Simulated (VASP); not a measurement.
# BN: single point with PBE+D3(BJ)

The system is BN.

```
B N
1.0
     2.50399    0.00000    0.00000
    -1.25200    2.16852    0.00000
     0.00000    0.00000    6.66120
B N
2 2
Direct
  0.33333 0.66667 0.25000
  0.66667 0.33333 0.75000
  0.33333 0.66667 0.75000
  0.66667 0.33333 0.25000
```

| Quantity | Value |
| --- | --- |
| Program | VASP 6.6.1 |
| Task | single point |
| Functional | PBE |
| Dispersion | D3(BJ) |
| Potentials or basis | VASP PAW PBE potentials, release 64 (B, N) |
| Cutoff | 520 eV |
| k mesh | 9 × 9 × 4 |
| Occupations | gaussian, width 0.1 eV |
| Spin | no spin polarisation |
| Dipole correction | no |
| Further INCAR settings | ALGO = Normal; EDIFF = 1e-07; NBANDS = 16 |

```json
{
  "Pressure": "0.7 GPa",
  "Band gap on the k mesh": "4.40 eV, indirect (least direct gap 4.64 eV)",
  "Dispersion energy per atom": "-0.141 eV"
}
```

Stress tensor (GPa, compression positive):
```
 1.23  0.00  0.00
 0.00  1.23  0.00
 0.00  0.00 -0.34
```

Levels at points of the mesh, in eV from the valence-band top:
```csv
k point,band 5,band 6,band 7,band 8,band 9,band 10,band 11,band 12
"(0.00, 0.00, 0.00)",-1.33,-1.33,-1.29,-1.29,5.24,10.28,11.55,11.55
"(0.00, 0.00, 0.50)",-1.31,-1.31,-1.31,-1.31,7.59,7.59,11.61,11.61
```

Wall time 24 s on 1 thread of Intel(R) Xeon(R) Platinum 8259CL CPU @ 2.50GHz (Skylake/Cascade Lake), with other jobs on the host, peak memory 0.16 GiB.

Caveat: an odd mesh through Γ misses points on the zone boundary, where band edges often lie.
